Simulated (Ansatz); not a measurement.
# PbO: course of a relaxation

Theory: DFT PBE+D3(BJ), scalar-relativistic, plane waves, PAW in Ansatz 0.2.0. Settings: 420 eV cutoff, 8×8×6 k-mesh, Gaussian smearing of 0.02 eV, no spin polarisation.

What was changed: uniaxial strain along a, with b, c and atoms relaxed: -1.0 %.

Spin–orbit coupling is left out, which can shift energies with elements as heavy as these.

Command:

```bash
ansatz run input.yaml --threads 1 --pin off --max-ram 2560MiB --backend cpu --events-out ev --progress --plain --runs-dir out
```

Input:

```yaml
crystal:
  lattice:
    - [3.9936100193, 0.0, 0.0]
    - [0.0, 4.0440343882, 0.0]
    - [0.0, 0.0, 5.0074785208]
  atoms:
    - { symbol: Pb, position: [0.0, 0.5, 0.2377044693] }
    - { symbol: Pb, position: [0.5, 0.0, 0.7622955307] }
    - { symbol: O, position: [0.0, 0.0, 0.0] }
    - { symbol: O, position: [0.5, 0.5, 0.0] }
basis:
  ecutwfc: 420
kpoints:
  mp_grid: { grid: [8, 8, 6] }
hamiltonian:
  xc: pbe
  dispersion: d3bj
scf:
  occupations: { method: gaussian, width: 0.02 }
output:
  forces: true
  stress: true
  eigenvalues: true
relax:
  adjacent_minimum: "off"
  f_tol: 0.008
  max_steps: 40
  cell: { stress_tol: 0.015, fix: [a, angles] }
```

F is the free energy. Steps run on the plane waves of an earlier cell, but the last one, and at times one on the way, on a freshly chosen basis, so a repeated geometry can differ a little in energy. The held parts of the cell keep their stress, so P needn't end at zero.

Steps:

```
step F − F(1) (eV) largest force component (eV/Å) V (Å³/atom) P (GPa)
   1         0.0000                           0.092       20.218     0.48
   2        -0.0012                           0.019       20.331     0.00
   3        -0.0010                           0.043       20.354     0.11
   4        -0.0013                           0.001       20.330     0.04
   5        -0.0014                           0.005       20.316     0.03
   6        -0.0015                           0.000       20.311     0.02
   7        -0.0022                           0.000       20.311     0.03
   8        -0.0022                           0.000       20.318     0.01
   9        -0.0022                           0.000       20.318     0.01
```

Relaxed structure:

```xyz
4
Lattice="3.9936 0.0000 0.0000 0.0000 4.0744 0.0000 0.0000 0.0000 4.9947" Properties=species:S:1:pos:R:3 pbc="T T T"
Pb    0.0000    2.0372    1.1871
Pb    1.9968    0.0000    3.8075
O     0.0000    0.0000    0.0223
O     1.9968    2.0372   -0.0223
```

It takes space group Pmmn (No. 59, orthorhombic). The conventional cell has a = 3.994 Å, b = 4.074 Å, c = 4.995 Å, α = 90.00°, β = 90.00°, γ = 90.00°. Around Pb (site symmetry mm2) lie 4 O at 2.33 to 2.35 Å. O (site symmetry mm2) has 4 Pb at 2.33 to 2.35 Å as nearest neighbours.

The run converged. It took 58 s on 1 thread of Intel(R) Xeon(R) 6975P-C (Granite Rapids) (shared host), peak memory 0.51 GiB.